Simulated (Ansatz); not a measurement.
input.yaml (Ansatz)

```yaml
crystal:
  lattice:
    - [5.790427273, 0.0, 0.0]
    - [-2.8952136365, 5.0146571172, 0.0]
    - [0.0, 0.0, 3.5240194327]
  atoms:
    - { symbol: La, position: [1.0, 0.0, 0.0], spin: 1.0 }
    - { symbol: La, position: [0.3333333333, 0.6666666667, 0.5], spin: 1.0 }
    - { symbol: La, position: [0.6666666667, 0.3333333333, 0.5], spin: 1.0 }
hamiltonian:
  xc: pbe
  pseudopotentials:
    kind: paw
    azcp:
      La: "pseudopotentials/La.paw.azcp"
basis:
  ecutwfc: 420
  fft_grid_basis: typed
kpoints:
  mp_grid: { grid: [8, 8, 12], shift: [0, 0, 0] }
magnetization:
  spin_polarized: true
scf:
  occupations: { method: fermi_dirac, width: 0.05 }
output:
  stress: true
```

and its output:

```
Engine: ansatz 0.2.0, aarch64-unknown-linux-gnu
Pseudopotentials: kind: paw
Pseudopotential: La, paw, valence charge 11, recommended cutoff 420 eV (normal) 
Functional definition: PBE
  parameter kappa = 0.804
  parameter beta = 0.06672455060314922
  exchange = pbe_x(kappa = kappa, mu = beta*pi^2/3)
  correlation = pbe_c(beta = beta)
Crystal: 3 atoms, lattice volume = 102.327 Å³
Basis set: ecut = 420 eV, 2003 PW (Γ)
Bands: 22, of which v1, the nominal top of the filled ones, is band 17 counted from 1 (16 counted from 0)
Symmetry: 24 space group operations
Space group: P6/mmm (ITA 191), of the structure as read, at distance tolerance 4.7e-5 Å
Magnetic group: BNS 191.233 (UNI 1463), of the structure as read, at distance tolerance 4.7e-5 Å
k-points: 70 of 768
Non-local potential: La, projectors of the file, l = 0: 3, l = 1: 2, l = 2: 2, l = 3: 3
PAW form: soft (Blöchl's): semilocal exchange-correlation on the pseudo side does not see the compensation charge
PAW one-centre angular grid: La, 590 points (default); XC on 64 Gauss nodes
Initial density: superposition of atomic densities (chi_scale 0.1, normalization cell)
Starting moments: Σ|m| = 3 μB on 3 of 3 sites
Initial wavefunctions: pseudopotential atomic-orbital guess
Functional: x = pbe(κ = 0.804, μ = 0.2195149727645171), c = pbe(β = 0.06672455060314922)
iter 1 solved again at ethr=2.24e-3 eV; its pass at ethr=3.10e-3 eV (dr2=7.40e-1 eV) is discarded
SCF iter   1: F=—  HF=-18749.731050 eV  |F-HF|=—  |Δ(HF+E_count)|=         —  Δρ=2.27e-2 (↑2.27e-2 ↓1.32e-2)  dr2=7.45e-1  dr2_m=1.79e-1  M=0.846 μB ∫|m|=0.846 μB  β_m=0.30  ethr=2.24e-3  ⟨swp⟩=1.0  Hψ=20952  notcnv=0
Mixer restart at iter 1: flushing history
spin=Collinear: Kerker preconditioning applied to the charge; magnetization (m = ρ↑ − ρ↓) channel mixes plain (no charge-response kernel on spin).
SCF iter   2: F=—  HF=-18749.924685 eV  |F-HF|=—  |Δ(HF+E_count)|=   1.94e-1  Δρ=1.65e-2 (↑1.65e-2 ↓9.98e-3)  dr2=4.01e-1  dr2_m=9.89e-2  M=0.694 μB ∫|m|=0.694 μB  β_m=0.65  ethr=2.24e-3  ⟨swp⟩=3.1  Hψ=3981  notcnv=0
SCF iter   3: F=—  HF=-18750.140463 eV  |F-HF|=—  |Δ(HF+E_count)|=   2.16e-1  Δρ=1.68e-3 (↑1.68e-3 ↓1.58e-3)  dr2=4.48e-3  dr2_m=1.62e-3  M=0.199 μB ∫|m|=0.199 μB  β_m=0.82  ethr=1.22e-3  ⟨swp⟩=6.0  Hψ=8106  notcnv=0  defer=3
SCF iter   4: F=—  HF=-18750.146959 eV  |F-HF|=—  |Δ(HF+E_count)|=   6.50e-3  Δρ=5.56e-4 (↑5.49e-4 ↓5.56e-4)  dr2=4.71e-4  dr2_m=2.17e-4  M=0.080 μB ∫|m|=0.080 μB  β_m=0.90  ethr=1.36e-5  ⟨swp⟩=3.2  Hψ=7183  notcnv=0  defer=1
SCF iter   5: F=—  HF=-18750.147653 eV  |F-HF|=—  |Δ(HF+E_count)|=   6.95e-4  Δρ=2.07e-4 (↑2.07e-4 ↓1.98e-4)  dr2=1.63e-5  dr2_m=3.40e-5  M=0.034 μB ∫|m|=0.038 μB  β_m=0.95  ethr=1.43e-6  ⟨swp⟩=2.4  Hψ=6133  notcnv=0
SCF iter   6: F=—  HF=-18750.147846 eV  |F-HF|=—  |Δ(HF+E_count)|=   1.93e-4  Δρ=7.43e-5 (↑7.43e-5 ↓7.24e-5)  dr2=1.31e-6  dr2_m=4.70e-6  M=0.010 μB ∫|m|=0.014 μB  β_m=0.97  ethr=4.94e-8  ⟨swp⟩=3.0  Hψ=6165  notcnv=0
SCF iter   7: F=—  HF=-18750.147875 eV  |F-HF|=—  |Δ(HF+E_count)|=   2.89e-5  Δρ=2.53e-5 (↑2.19e-5 ↓2.53e-5)  dr2=4.44e-7  dr2_m=4.58e-7  M=0.003 μB ∫|m|=0.004 μB  β_m=0.99  ethr=3.98e-9  ⟨swp⟩=3.0  Hψ=6296  notcnv=0
SCF iter   8: F=—  HF=-18750.147878 eV  |F-HF|=—  |Δ(HF+E_count)|=   3.17e-6  Δρ=4.84e-6 (↑4.84e-6 ↓3.49e-6)  dr2=3.79e-8  dr2_m=1.28e-8  M=0.000 μB ∫|m|=0.001 μB  β_m=0.99  ethr=1.34e-9  ⟨swp⟩=2.8  Hψ=6011  notcnv=0
SCF iter   9: F=—  HF=-18750.147879 eV  |F-HF|=—  |Δ(HF+E_count)|=   9.70e-8  Δρ=1.63e-6 (↑1.63e-6 ↓1.53e-6)  dr2=2.36e-9  dr2_m=1.80e-9  M=-0.000 μB ∫|m|=0.000 μB  β_m=1.00  ethr=1.15e-10  ⟨swp⟩=2.4  Hψ=5639  notcnv=0
SCF iter  10: F=—  HF=-18750.147879 eV  |F-HF|=—  |Δ(HF+E_count)|=   1.19e-8  Δρ=5.05e-7 (↑5.05e-7 ↓4.80e-7)  dr2=1.57e-10  dr2_m=1.85e-10  M=0.000 μB ∫|m|=0.000 μB  β_m=1.00  ethr=7.16e-12  ⟨swp⟩=2.5  Hψ=5577  notcnv=0
SCF iter  11: F=-18750.147879 eV  HF=-18750.147879 eV  |F-HF|=9.82e-11  |Δ(HF+E_count)|=   1.19e-9  Δρ=1.70e-7 (↑1.70e-7 ↓1.64e-7)  dr2=7.81e-12  dr2_m=2.45e-11  M=-0.000 μB ∫|m|=0.000 μB  ethr=1.00e-12  ⟨swp⟩=1.2  Hψ=9104  notcnv=0
SCF 1 converged in 11 iterations: F = -18750.147879 eV  dr2 = 7.81e-12
WARN: the starting moments were not kept: the SCF closed with an absolute magnetisation of 2.6e-5 μB, where they sum to 3 μB in size (3 sites). That is at most 0.1 of that sum. Measured as dr2_m measures the in/out step, that magnetisation stands 2.5e-11 eV from none, at or under the dr2_threshold of 1.0e-7 eV: it is no larger than a step whose dr2_m would equal this threshold. The system may hold no moment; this SCF shows only that its start led to no more than that. To try another start: raise the starting moments (crystal.atoms[].spin, magnetization.per_species, magnetization.initial_magnetization, or on a non-collinear deck that types none of these the spinor_matrix: blocks that start its atoms; where the total moment is fixed, keep their sum and leave initial_magnetization as it is; typed ones take the place of any that the run laid by itself, positive ones on a crystal's lanthanoids without a Hubbard term where scf.initial_density.shell_occupations: [] is typed) or, if the notice of its spin-set hold's release reads "site moments contracting" or "site moments show no strong build", lengthen the hold (scf.mixing.spin_hold: { on: { confirm: 4 } }; for m-r²SCAN on two components see the key's manual first). Each may lead to a state that holds a moment. A second SCF, from the converged charge density, with the starting moments and any scf.initial_density.shell_occupations laid on it anew, would have followed, and was not run: the deck does not ask for one (magnetization.retry_lost_moments is false, the default). To let it run, set magnetization.retry_lost_moments: true and run the deck again, where that key's refused combinations let it; where memory then withholds it, that run's warning says so.
SCF converged after 11 iterations
Magnetization: -0.0000 μB (16.5000 up, 16.5000 down)
Absolute magnetization: 0.0000 μB (∫|ρ↑−ρ↓|, with the PAW one-centre terms)
Spin contamination: 0.0000 ħ² per cell (⟨S²⟩ above its minimum at these occupations)
Per-site moments (μB) at R_I (Å): [(-4.55866349431225e-6, 1.45365801598875), (8.764748221574434e-7, 1.3790307072278345), (8.764748221574434e-7, 1.3790307072278345)]
Free energy (F): -18750.147879 eV
Harris-Foulkes:  -18750.147879 eV  (|F-HF|=9.82e-11)
Internal energy: -18750.115754 eV  (E = F + TS)
E sigma→0 (E₀):  -18750.131816 eV
Entropy (-TS):   -0.032125 eV (-10.708 meV/atom)
Fermi energy:    12.116716 eV
--- Per-component energies (eV) ---
  E_band       = -96.853277
  E_kinetic    = 584.037517
  E_local      = -922.258988  (includes V_loc(G=0)·N_el)
  E_nonlocal   = 284.074829
  E_hartree    = 295.475063
  E_xc         = -420.036200
  E_vxc        = -445.556833  (∫ρ·V_xc dr)
  E_paw        = -16247.579227  (= ΣΔE_a)
  E_vpaw       = -188.099956  (= ΣTr[D̂ρ^β])
  E_aug_tail   = -0.000000  (compensation charges beyond the density's cutoff)
  E_ewald      = -2323.828748
  E_smearing   = -0.032125  (= −TS)
  E_closure    = 0.000000  (closes the sum)
  Σ components = -18750.147879   (vs F -18750.147879, Δ=0.00e0)
--- Stress (GPa, compression-positive) ---
        2.591166       0.000000       0.000000
        0.000000       2.591166       0.000000
        0.000000       0.000000       2.188750
  P = ⅓ Tr σ = 2.4570 GPa (24.570 kbar)
```
